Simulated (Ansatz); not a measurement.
BN (P6_3mc), zone-centre modes

These are results of Ansatz 0.2.0, DFT PBE, scalar-relativistic, plane waves, PAW, not measurements. Cutoff 420 eV, Γ-centred 12×12×4 k-points, Gaussian smearing of 0.05 eV. No spin polarisation.

The undisturbed cell (relaxed at this level; this wurtzite form isn't the usual structure):

```
B N
1.0
     2.55458    0.00000    0.00000
    -1.27729    2.21233    0.00000
     0.00000    0.00000    8.44903
B N
4 4
Direct
  0.66667 0.33333 0.49990
  0.66667 0.33333 0.99990
  0.33333 0.66667 0.24990
  0.33333 0.66667 0.74990
  0.66667 0.33333 0.31260
  0.66667 0.33333 0.81260
  0.33333 0.66667 0.06260
  0.33333 0.66667 0.56260
```

Harmonic modes by finite displacements of 0.02 Å, without the LO–TO term. The cell doubles the primitive one, so its zone centre also holds the primitive cell's point q = (0, 0, 1/2).

**Question.** At this geometry, is the structure stable against these modes?

**Answer.** Yes: no mode is imaginary beyond 10 cm⁻¹, and only the three translations lie near zero.

**Question.** List the wavenumbers in cm⁻¹.

**Answer.** 0, 0, 0, 340, 340, 340, 340, 472, 472, 625, 625, 939, 939, 949, 992, 992, 992, 992, 1006, 1040, 1040, 1110, 1210, 1210.

Cost: 1 run of about 0.37 core-minutes, on AMD EPYC 9R45 (Zen 5) (shared hosts).